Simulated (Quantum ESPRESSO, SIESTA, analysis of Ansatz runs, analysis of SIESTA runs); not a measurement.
# H_P in BP (F-43m): levels and formation energies (SIESTA), part 3 of 3

Question: at which Fermi levels does H_P in BP (F-43m) change its charge? Model: a cell of 54 host atoms with 1 P taken out and 1 H put in.

SIESTA 5.4.2; SIESTA numerical-orbital DFT, PBEsol, DZP basis, PseudoDojo 0.4.1 potentials converted to PSML; charged supercells in a uniform background, point-charge correction with alignment at far sites.

So far. Step 2 (Band edges): The gap at this level is 1.15 eV.

**3. Relaxing each charge state (continued)**

Level of this step: SIESTA numerical-orbital DFT, PBEsol, DZP basis, PseudoDojo 0.4.1 potentials converted to PSML; relaxation of all atoms of a defect supercell at fixed charge in a uniform background (SIESTA).

Electrostatic potential energy in the ac plane at fractional y = 0.583, through the centre, with atoms of P and H within 0.45 Å of it. With pseudopotentials it is smooth inside the atoms' cores, unlike the true potential.

Values in eV, 13 rows by 16 columns, each cell a mean:
```
-12  -9 -20 -72 -62 -17  -9 -12 -53 -75 -29 -10  -9 -32 -79 -48
-20  -5  -8 -41 -73 -32  -7  -5 -24 -68 -51 -11  -4 -12 -55 -69
-11  -4  -3  -5 -13 -14  -6  -3  -4 -11 -15  -8  -4  -4  -8 -16
-14  -6  -3  -2  -5 -13 -12  -7  -9  -7 -13 -14  -7  -8  -8 -11
-12  -8  -4 -10  -8  -7 -11 -13 -44 -50 -17 -13 -10 -29 -57 -27
-18  -4  -3 -12 -25  -5  -3  -7 -40 -87 -52 -10  -5 -21 -77 -76
-15  -4  -2  -3  -5  -4  -2  -3  -7 -23 -26 -10  -4  -5 -16 -30
-12  -6  -5  -5  -6  -9  -6  -4  -5  -6 -11 -10  -5  -5  -5  -9
-16 -12 -17 -36 -21 -14 -14 -12 -31 -29 -14 -16 -10 -22 -33 -15
-13  -6 -17 -74 -82 -25  -8 -10 -51 -90 -44  -9  -7 -30 -88 -65
-17  -5  -5 -21 -47 -27  -7  -4 -12 -41 -38 -11  -4  -8 -33 -48
-10  -5  -4  -4  -8 -11  -6  -4  -4  -7 -11  -8  -4  -4  -5 -10
-17 -11 -11 -17 -11 -15 -14  -9 -16 -13 -13 -16  -9 -14 -16 -11
```
Columns run along a (9.7 Å; values clipped at the 3rd and 97th percentile), rows up along c (9.7 Å). Atoms in or near the plane, at fractional coordinates: P at (0.25, 0.25), H at (0.25, 0.59), P at (0.25, 0.92), P at (0.58, 0.25), P at (0.58, 0.58), P at (0.58, 0.92), P at (0.92, 0.25), P at (0.92, 0.58), P at (0.92, 0.92).

The states that were run, at 2×2×2 shifted by half a step, on 1 MPI rank of Arm Neoverse V2, shared host:

| charge | moment (μB) | outcome | structures computed | largest displacement of a host atom from its site (Å) | lowest empty less highest filled level (eV) | time |
| --- | --- | --- | --- | --- | --- | --- |
| +2 | 0 | converged | 30 | 0.16 | 0.52 | 83 min |
| +1 | 1 | converged | 21 | 0.12 | -0.10 | 1.7 h |
| 0 | 0 | converged | 39 | 0.07 | 0.28 | 1.7 h |
| −1 | 1 | converged | 14 | 0.05 | -0.13 | 2.2 h |
| +3 | 1 | converged | 18 | 0.16 | -0.26 | 1.6 h |

At charge +1, −1 and +3 filled and empty levels, counted over both spins and all k-points, touch or overlap: the last carrier shares a level or a band, or the held moment keeps an electron of one spin above an empty level of the other.

Against the host's sites the lattice moves most at charge +2 (0.16 Å); the smallest move among the states is 0.05 Å.

**4. Corrections and levels**

A charged cell interacts with its images and the background. The point-charge term, screened by the static dielectric constant, takes that out, and the potential far from the defect is aligned with the host's. Chemical potentials: B (alpha-rhombohedral (B12)), H (H2 molecule) and P (black phosphorus), run alike.

By state, in eV; the first energy still holds the atoms taken out or put in:

| charge | moment (μB) | energy over the host, electrons at the valence top | point-charge term | potential shift at far sites | its spread | correction |
| --- | --- | --- | --- | --- | --- | --- |
| −1 | 1 | 179.604 | 0.253 | 0.071 | 0.075 | 0.182 |
| 0 | 0 | 178.502 | 0.000 | - | - | 0.000 |
| +1 | 1 | 178.005 | 0.253 | -0.052 | 0.023 | 0.201 |
| +2 | 0 | 177.841 | 1.010 | -0.111 | 0.009 | 0.789 |
| +3 | 1 | 178.416 | 2.272 | -0.211 | 0.024 | 1.639 |

Potentials at atomic sites for charge −1, some of the atoms; distances and the model charge refer to the site on which the defect was built:

| atom | distance from that site (Å) | potential less the host's (eV) | point-charge model (eV) |
| --- | --- | --- | --- |
| B29 | 1.976 | 0.963 | 0.276 |
| P22 | 3.183 | 0.031 | 0.019 |
| P48 | 3.189 | 0.034 | 0.019 |
| P12 | 3.199 | 0.106 | 0.017 |
| B51 | 3.771 | -0.016 | -0.037 |
| B25 | 3.776 | -0.024 | -0.037 |
| P42 | 4.551 | -0.114 | -0.085 |
| B23 | 4.955 | 0.101 | -0.070 |
| P40 | 5.570 | -0.072 | -0.085 |
| P2 | 5.575 | -0.073 | -0.085 |
| B37 | 5.912 | -0.088 | -0.104 |

Over the charge states the far sites scatter by a standard deviation of up to 0.07 eV about the model once its mean shift is taken off, which is the uncertainty of the alignment.

Limit set by the element alone; other compounds of these elements are not counted. Chemical potentials from the elements' reference states: B 0.00 eV, P -0.93 eV, H 0.00 eV. Formation energies (B-rich), with the Fermi level at the valence top and at the conduction bottom (gap 1.15 eV):

| charge | at valence top (eV) | at conduction bottom (eV) | correction included (eV) |
| --- | --- | --- | --- |
| +3 | 6.44 | 9.89 | 1.64 |
| +2 | 5.02 | 7.32 | 0.79 |
| +1 | 4.59 | 5.75 | 0.20 |
| 0 | 4.89 | 4.89 | 0.00 |
| −1 | 6.18 | 5.03 | 0.18 |

(Fermi level (eV), lowest formation energy (eV)): (0.00, 4.59), (0.10, 4.70), (0.21, 4.80), (0.31, 4.89), (0.42, 4.89), (0.52, 4.89), (0.63, 4.89), (0.73, 4.89), (0.84, 4.89), (0.94, 4.89), (1.05, 4.89), (1.15, 4.89)

Limit set by the element alone; other compounds of these elements are not counted. Chemical potentials from the elements' reference states: P 0.00 eV, B -0.93 eV, H 0.00 eV. Formation energy by charge state (P-rich; gap 1.15 eV):

| charge | at valence top (eV) | at conduction bottom (eV) | correction included (eV) |
| --- | --- | --- | --- |
| +3 | 7.37 | 10.82 | 1.64 |
| +2 | 5.95 | 8.25 | 0.79 |
| +1 | 5.52 | 6.67 | 0.20 |
| 0 | 5.82 | 5.82 | 0.00 |
| −1 | 7.10 | 5.95 | 0.18 |

| Fermi level (eV) | lowest formation energy (eV) |
| --- | --- |
| 0.00 | 5.52 |
| 0.10 | 5.62 |
| 0.21 | 5.73 |
| 0.31 | 5.82 |
| 0.42 | 5.82 |
| 0.52 | 5.82 |
| 0.63 | 5.82 |
| 0.73 | 5.82 |
| 0.84 | 5.82 |
| 0.94 | 5.82 |
| 1.05 | 5.82 |
| 1.15 | 5.82 |

So at this level: (+3/+2) at -1.42 eV (-0.57 without the correction), (+2/+1) at -0.43 eV (0.16 without the correction), (+1/0) at 0.30 eV (0.50 without the correction) and (0/−1) at 1.28 eV (1.10 without the correction), in a gap of 1.15 eV. (+3/+2), (+2/+1) and (0/−1) lie outside the gap, so the charge beyond is not the lowest at any Fermi level in the gap, within the error of the correction. At charge +3, 50 % of the majority spin lies within 4 Å of the centre, against 59 % for an even spread, which points to a carrier spread as in a band; the levels next to it are then no levels of a bound state.

Charge transition levels, in eV, zero at the valence-band top of the host:

|  | conduction bottom | valence top |
| --- | --- | --- |
| H_P | 1.15 | 0.00 |

|  | level | energy (eV) |
| --- | --- | --- |
| H_P | (+2/+1) | -0.43 |
| H_P | (+1/0) | 0.30 |
| H_P | (0/−1) | 1.28 |

**5. Results**

```yaml
gap_of_the_host_siesta_pbesol: 1.15 eV
level_plus_1_over_0_siesta_pbesol_dzp_2x2x2: 0.30 eV above the valence top
level_0_minus_1_siesta_pbesol_dzp_2x2x2: 1.28 eV above the valence top, near a band edge before or after the correction
```

**Reading.** At the level trusted most (SIESTA, PBEsol, DZP, 2×2×2) the charge changes at 0.30 eV (+1/0) above the valence top, in a gap of 1.15 eV. Of the charges placed (−1, 0, +1, +2 and +3), the lowest changes at 0.30 eV (+1/0) above the valence top, in a gap of 1.15 eV. (+3/+2), (+2/+1) and (0/−1) reach a band edge before or after the correction; the carrier may then sit in a band, where the point-charge correction doesn't apply and the value depends on how these k-points fill the band, which is not corrected here. Only the charges −1, 0, +1, +2 and +3 were placed; others may be stable too. Limits: PBEsol makes the gap too small and tends to spread out bound carriers.

[Logs are printed without paths, hosts, clocks, repeated set-up lines and the standing remarks that a program may print on its own settings, such as how far it seeks lower states.]

[Hosts, paths, dates, database ids (printed as entryN), source tags and the programs' standing remarks are cut or masked in the printed files.]

[For some hosts the program warned that the k-mesh of the response run may be too coarse for force constants and the static dielectric constant; such warnings are not shown here.]

[Charge tables in the logs are Mulliken or Hirshfeld populations, whose sizes and signs can differ; where basis functions stand at a vacancy, SIESTA counts their charge against the missing atom's valence.]

[In relaxation paths of CP2K, step 0 can be the structure after the first move, since the trajectory file begins there, and the last row can be the final structure solved once more.]
